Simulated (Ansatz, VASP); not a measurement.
**Two plane-wave programs on BaTiO3**

Contents of POSCAR:

```
BaTiO3
1.0
    4.2333423023      0.0000000000      0.0000000000
    0.0000000000      3.9940959546      0.0000000000
    0.0000000000      0.0000000000      3.9940959546
Ba Ti O
1 1 3
Direct
    0.5000000000      0.5000000000      0.5000000000
    0.0000000000      0.0000000000      0.0000000000
    0.5000000000      0.0000000000      0.0000000000
    0.0000000000      0.5000000000      0.0000000000
    0.0000000000      0.0000000000      0.5000000000
```

File INCAR.step1:

```
SYSTEM = BaTiO3
  ALGO = Normal
  EDIFF = 1E-4
  ENCUT = 520
  GGA = PE
  ISMEAR = 0
  LASPH = .TRUE.
  LCHARG = .FALSE.
  LREAL = .FALSE.
  LWAVE = .TRUE.
  NBANDS = 28
  NELM = 80
  PREC = Accurate
  SIGMA = 0.01
```

The input INCAR.step2:

```
SYSTEM = BaTiO3
  ALGO = Normal
  EDIFF = 1E-6
  ENCUT = 520
  ISIF = 2
  ISMEAR = 0
  ISTART = 1
  LASPH = .TRUE.
  LCHARG = .TRUE.
  LELF = .TRUE.
  LMIXTAU = .TRUE.
  LREAL = .FALSE.
  LVHAR = .TRUE.
  LWAVE = .FALSE.
  METAGGA = R2SCAN
  NBANDS = 28
  NELM = 80
  PREC = Accurate
  SIGMA = 0.01
```

The input KPOINTS:

```
k-points
0
G
  6 6 6
  0 0 0
```

Input for Ansatz:

```yaml
crystal:
  lattice:
    - [4.2333423023, 0.0, 0.0]
    - [0.0, 3.9940959546, 0.0]
    - [0.0, 0.0, 3.9940959546]
  atoms:
    - { symbol: Ba, position: [0.5, 0.5, 0.5] }
    - { symbol: Ti, position: [0.0, 0.0, 0.0] }
    - { symbol: O, position: [0.5, 0.0, 0.0] }
    - { symbol: O, position: [0.0, 0.5, 0.0] }
    - { symbol: O, position: [0.0, 0.0, 0.5] }
kpoints:
  mp_grid: { grid: [6, 6, 6] }
  band_path:
    path:
      - [0.0, 0.0, 0.0]
      - [0.0, 0.5, 0.0]
      - [0.5, 0.5, 0.0]
      - [0.5, 0.5, 0.5]
      - [0.479167, -0.5, -0.5]
    npoints: 1
hamiltonian:
  xc: r2scan
scf:
  occupations: { method: fixed }
  n_extra_bands: 5
output:
  forces: true
  stress: true
  eigenvalues: true
```

Change from the starting cell: uniaxial_x strain +6.0%.

Alike in both runs: task single point; functional r2SCAN; k mesh 6 × 6 × 6; no spin polarisation.

|  | VASP | Ansatz |
| --- | --- | --- |
| version | VASP 6.6.1 | Ansatz 0.2.0 |
| potentials or method | VASP PAW PBE potentials, release 64 (Ba_sv, Ti_sv, O) | plane waves, PAW |
| plane-wave cutoff (eV) | 520 | 500 |
| occupations | gaussian, width 0.01 eV | fixed |
| valence electrons in the cell | 40 | 40 |

VASP gave:

| Property | Result |
| --- | --- |
| gap on the k mesh at the Fermi level (eV) | 1.91 |
| pressure (GPa) | -6.9 |
| largest component of the traceless stress (GPa) | 5.69 |

Question: Estimate Ansatz's values.

Answer: gap on the k mesh at the Fermi level (eV): 1.92; pressure (GPa): -8.5; largest component of the traceless stress (GPa): 5.44.

Caveats: the PAW data sets were made with another functional, which shifts forces and pressure a little (VASP); spin-orbit coupling is left out, which moves the levels of the heavy elements. A k mesh can miss the band edges.
